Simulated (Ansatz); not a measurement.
## Cd: pressure against volume scale

Periodic Kohn-Sham DFT of a crystal at fixed atoms, scaled to volume_scale times the given cell; pressure positive in compression, energy less spherical unpolarised free atoms, largest_vzz the field gradient of largest size among the nuclei. The results are calculated, by Ansatz 0.2.0.

The cell before it is scaled or strained (space group Fm-3m, No. 225):
```
cell vectors (Å)
   0.0000     2.2495     2.2495
   2.2495     0.0000     2.2495
   2.2495     2.2495     0.0000
atoms (fractions of the cell vectors)
Cd  0.00000  0.00000  0.00000
```

Settings of every row: method frozen-core PAW; functional PBE; relativity scalar; k mesh 14x14x14; filling fermi-dirac; smearing width 0.03 eV; wave cutoff 420 eV; paw set soft_2.

Atom start moment: 0 on all atoms.

Limits: the cell comes from a prototype or a list of computed structures and needn't be the stable phase.

```
row  volume scale  V (Å³/atom)  pressure (GPa)
  1        0.9405       21.411           3.244
  2          0.97       22.083           1.473
  3             1       22.767               0
  4          1.03       23.449               ?
  5          1.06       24.132          -2.153
```

Question: what pressure should row 4 give?

Worked fit of pressure. Take u = (V_r/V)^(2/3) − 1 with V_r = 22.425 Å³ an atom, which is twice the finite (Eulerian) strain; such expansions in the strain, on which the Birch-Murnaghan equation of state is built, carry the rest volume and the bulk modulus. The shown rows have u = 0.03133, 0.0103, -0.01004, -0.04773. Least squares give pressure = 0.6994 + 72.684 × u + 270.98 × u² GPa; a straight line predicts inner rows, each left out in turn, worse (root mean square 0.27 against 0.0078 GPa). The rows lie off it by 0.001, -0.004, 0.003, -0.001. The pressure vanishes at u = -0.0100, or V = 22.77 Å³ an atom, and there the bulk modulus at fixed shape and fractions is B = −V dP/dV = (2/3)(1 + u) dP/du = 44.4 GPa. The withheld row has u = -0.02933, so the fit gives 0.6994 + 72.684 × (-0.02933) + 270.98 × (-0.02933)² = -1.199 GPa.

The calculation gave -1.196 GPa. The fit lies 0.003 GPa (0.056 % of the column's range) below it; its largest miss of a shown row is 0.004 GPa.
